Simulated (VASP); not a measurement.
Input of a VASP 6.6.1 run:

File INCAR:

```
SYSTEM = MnO2
ALGO = Fast
EDIFF = 1E-6
EDIFFG = -0.02
ENCUT = 900
GGA = PE
IBRION = 2
ISIF = 3
ISMEAR = -1
ISPIN = 2
LASPH = .True.
LCHARG = .False.
LMAXMIX = 4
LORBIT = 11
LREAL = .False.
LWAVE = .False.
MAGMOM = 4 0 0
NELM = 120
NSW = 40
PREC = Accurate
SIGMA = 0.05
```

KPOINTS

```
k-points
0
Gamma
  8 8 8
  0 0 0
```

Contents of POSCAR:

```
MnO2
1.0
    1.4178470700      0.8185943900      4.2866856900
   -1.4178470700      0.8185943900      4.2866856900
    0.0000000000     -1.6371887800      4.2866856900
Mn O
1 2
Direct
    0.0000000000      0.0000000000      0.0000000000
    0.2520000000      0.2520000000      0.2520000000
    0.7480000000      0.7480000000      0.7480000000
```

Potentials or basis: VASP PAW PBE potentials, release 64 (Mn_pv, O).

Command:

```sh
$ cat potpaw_PBE.64/Mn_pv/POTCAR potpaw_PBE.64/O/POTCAR > POTCAR
$ mpirun -np 1 vasp_std > vasp.out
```

**Question.** Predict the space group after relaxing (to 0.05 Å).

**Answer.** R-3m (No. 166).

**Question.** What does it give for the site moments?

**Answer.** Mn +2.86; O +0.03 μB.

**Question.** What does it give for the net moment?

**Answer.** 3.00 μB per cell.

**Question.** Predict the relaxed cell.

**Answer.** a = 5.262 Å, b = 5.262 Å, c = 5.262 Å, α = 31.81°, β = 31.81°, γ = 31.81°.

The path:
```
step  energy change (eV)  largest force (eV/Å)  pressure (GPa)  volume (Å³)
   1              0.0000                1.6439           -1.55        29.85
   2             -0.1148                0.2176           11.10        29.43
   3             -0.1203                0.1289            8.65        29.51
   4             -0.1698                0.1923           -1.39        31.57
   5             -0.1710                0.1839           -0.20        31.28
   6             -0.1881                0.0659            0.48        31.63
   7             -0.2159                0.2984            3.09        32.65
   8             -0.2181                0.4674            4.53        33.12
   9             -0.2258                0.3744            3.44        33.47
  10             -0.2396                0.1032            0.52        34.54
  11             -0.2324                0.4022           -4.21        36.71
  12             -0.2421                0.0611           -1.16        35.28
  13             -0.2432                0.0636           -0.95        35.37
  14             -0.2451                0.0686           -0.30        35.65
  15             -0.2452                0.0694           -0.10        35.71
  16             -0.2452                0.0709           -0.11        35.73
  17             -0.2452                0.0711           -0.01        35.75
  18             -0.2454                0.0379            0.21        35.77
  19             -0.2455                0.0049            0.50        35.79
  20             -0.2456                0.0053            0.30        35.87
  21             -0.2457                0.0049            0.07        35.97
```

Caveat: the volume moved by over 15 % at a fixed basis, so the end points are rough; a cell with one magnetic atom can't hold antiferromagnetic order, which such compounds often take.
